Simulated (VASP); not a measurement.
**A VASP 6.6.1 single-point calculation on SrO**

INCAR

```
IBRION = -1
NELM = 120
METAGGA = R2SCAN
EDIFF = 1E-7
ISIF = 2
LCHARG = .FALSE.
PREC = Accurate
NSW = 0
SIGMA = 0.5
ISMEAR = 2
ALGO = Normal
LASPH = .TRUE.
LWAVE = .FALSE.
NBANDS = 15
LREAL = .FALSE.
ENCUT = 520
```

KPOINTS

```
KPOINTS created by Atomic Simulation Environment
0
Gamma
8 8 8
0 0 0
```

POSCAR

```
Sr O
 1.0000000000000000
     0.0265728912250000    2.5798923523249999    2.5798923523252575
     2.5798923523249999    0.0265728912250000    2.5798923523252575
     2.6064652436000002    2.6064652436000002    0.0000000000505150
 Sr  O
   1   1
Cartesian
  0.0000000000000000  0.0000000000000000  0.0000000000000000
  2.6064652435750006  2.6064652435750006  2.5798923523505155
```

The recommended PBE PAW datasets give the neutral cell 16 valence electrons.

Command

```
mpirun -np 1 vasp_std
```

OSZICAR

```
N       E                     dE             d eps       ncg     rms          rms(c)
DAV:   1     0.493294646349E+02    0.49329E+02   -0.85844E+03  2850   0.107E+03
DAV:   2    -0.313978575475E+02   -0.80727E+02   -0.73846E+02  4027   0.225E+02
DAV:   3    -0.346324845546E+02   -0.32346E+01   -0.32048E+01  3782   0.407E+01
DAV:   4    -0.346903055698E+02   -0.57821E-01   -0.57786E-01  3367   0.543E+00
DAV:   5    -0.346916581431E+02   -0.13526E-02   -0.13526E-02  3657   0.652E-01    0.157E+01
DAV:   6    -0.268971093732E+02    0.77945E+01   -0.45202E+00  4012   0.168E+01    0.150E+01
DAV:   7    -0.270228093820E+02   -0.12570E+00   -0.17603E-01  2878   0.379E+00    0.854E+00
DAV:   8    -0.270416472801E+02   -0.18838E-01   -0.88237E-02  2913   0.313E+00    0.821E-01
DAV:   9    -0.270388361274E+02    0.28112E-02   -0.15883E-02  3634   0.120E+00    0.242E-01
DAV:  10    -0.270388775357E+02   -0.41408E-04   -0.15886E-03  3046   0.401E-01    0.124E-01
DAV:  11    -0.270390549852E+02   -0.17745E-03   -0.32268E-04  2899   0.174E-01    0.693E-02
DAV:  12    -0.270390555829E+02   -0.59768E-06   -0.28218E-05  3669   0.429E-02    0.192E-02
DAV:  13    -0.270390530246E+02    0.25582E-05   -0.65598E-06  3613   0.253E-02    0.114E-02
DAV:  14    -0.270390527220E+02    0.30265E-06   -0.63730E-07  3345   0.716E-03    0.331E-03
DAV:  15    -0.270390525568E+02    0.16522E-06   -0.30186E-08  1740   0.146E-03    0.210E-03
DAV:  16    -0.270390525083E+02    0.48479E-07   -0.92472E-09  1579   0.673E-04
   1 F= -.27039053E+02 E0= -.27049320E+02  d E =0.410711E-01
```

Standard output (part)

```
POSCAR found type information on POSCAR SrO
 POSCAR found :  2 types and       2 ions
 LDA part: xc-table for (None), standard interpolation
 POSCAR, INCAR and KPOINTS ok, starting setup
 WAVECAR not read
 entering main loop
```

From OUTCAR

```
k-points           NKPTS =     95   k-points in BZ     NKDIM =     95   number of bands    NBANDS=     15

   NELECT =      16.0000    total number of electrons

   dimension x,y,z NGX =    28 NGY =   28 NGZ =   28
   dimension x,y,z NGXF=    56 NGYF=   56 NGZF=   56

  energy-cutoff  :      520.00
  volume of cell :       34.34
      direct lattice vectors                 reciprocal lattice vectors
     0.026572891  2.579892352  2.579892352    -0.195823518  0.195823518  0.193806536
     2.579892352  0.026572891  2.579892352     0.195823518 -0.195823518  0.193806536
     2.606465244  2.606465244  0.000000000     0.191830680  0.191830680 -0.193806536

 k-points in reciprocal lattice and weights: KPOINTS created by Atomic Simulation Env
   0.00000000  0.00000000  0.00000000       0.002
   0.12500000 -0.00000000  0.00000000       0.008
   0.25000000 -0.00000000  0.00000000       0.008
   0.37500000 -0.00000000  0.00000000       0.008
   0.50000000 -0.00000000  0.00000000       0.004
   0.12500000  0.12500000  0.00000000       0.004
   0.25000000  0.12500000  0.00000000       0.008
   0.37500000  0.12500000  0.00000000       0.008
   ...

 E-fermi :   1.2946

 k-point     1 :       0.0000    0.0000    0.0000
  band No.  band energies     occupation
      1     -32.2088      2.00000
      2     -14.7344      2.00000
      3     -13.2464      2.00000
      4     -13.2433      2.00000
      5     -13.2391      2.00000
      6       1.2622      1.13670
      7       1.2816      1.05503
      8       1.3039      0.96043
      9       5.8729      0.00000
     10       7.9234      0.00000
     11       8.0487      0.00000
     12       8.1802      0.00000
     13      10.3520      0.00000
     14      10.3529      0.00000
     15      14.5436      0.00000

 k-point     2 :       0.1250   -0.0000    0.0000
  band No.  band energies     occupation
      1     -32.1889      2.00000
      2     -15.0161      2.00000
      3     -13.2572      2.00000
      4     -13.2551      2.00000
      5     -13.0092      2.00000
      6       0.8723      2.09303
      7       1.0652      1.82855
      8       1.0991      1.73664
      9       6.5603      0.00000
     10       7.9405      0.00000
     11       8.2383      0.00000
     12       8.4154      0.00000
     13      10.7577      0.00000
     14      10.7578      0.00000
     15      15.5966      0.00000

 k-point     3 :       0.2500   -0.0000    0.0000
  band No.  band energies     occupation
      1     -32.1403      2.00000
      2     -15.5184      2.00000
      3     -13.2868      2.00000
      4     -13.2828      2.00000
      5     -12.6295      2.00000
      6       0.0719      1.99513
      7       0.6365      2.05340
      8       0.6847      2.07186
      9       7.8341      0.00000
     10       8.0982      0.00000
     11       9.0953      0.00000
     12       9.2855      0.00000
     13      11.7724      0.00000
     14      11.7749      0.00000
     15      17.6656      0.00000

 ...

  Total        0.1166245      0.1166245      0.1127224     -0.2348101     -0.0000000     -0.0000000
  in kB        5.4414130      5.4414130      5.2593492    -10.9556633     -0.0000000     -0.0000000
  external PRESSURE =       5.3807251 kB  Pullay stress =       0.0000000 kB

 POSITION                                       TOTAL-FORCE (eV/Angst)
 -----------------------------------------------------------------------------------
      0.00000      0.00000      0.00000        -0.000000      0.000000     -0.000000
      2.60647      2.60647      2.57989         0.000000     -0.000000      0.000000
 -----------------------------------------------------------------------------------
    total drift:                                0.000000      0.000000      0.000000

  FREE ENERGIE OF THE ION-ELECTRON SYSTEM (eV)
  ---------------------------------------------------
  free  energy   TOTEN  =       -27.0390525083 eV

  energy  without entropy=      -27.0801236389  energy(sigma->0) =      -27.04932029
```

It converged. Results: gap between bands v and c on the k mesh 3.74 eV; least direct gap on the k mesh 3.83 eV; pressure 0.5 GPa. Band v is the last that the valence electrons fill when counted band by band, and c is the next.

For comparison, a separate r²SCAN run of the intended cell, on usual settings and not on those above, gives a gap of 3.72 eV on its mesh and a pressure of 0.5 GPa.

The run above took about 88 s on one core of a shared host (Intel Xeon 6975P-C) and held 0.2 GiB at most.
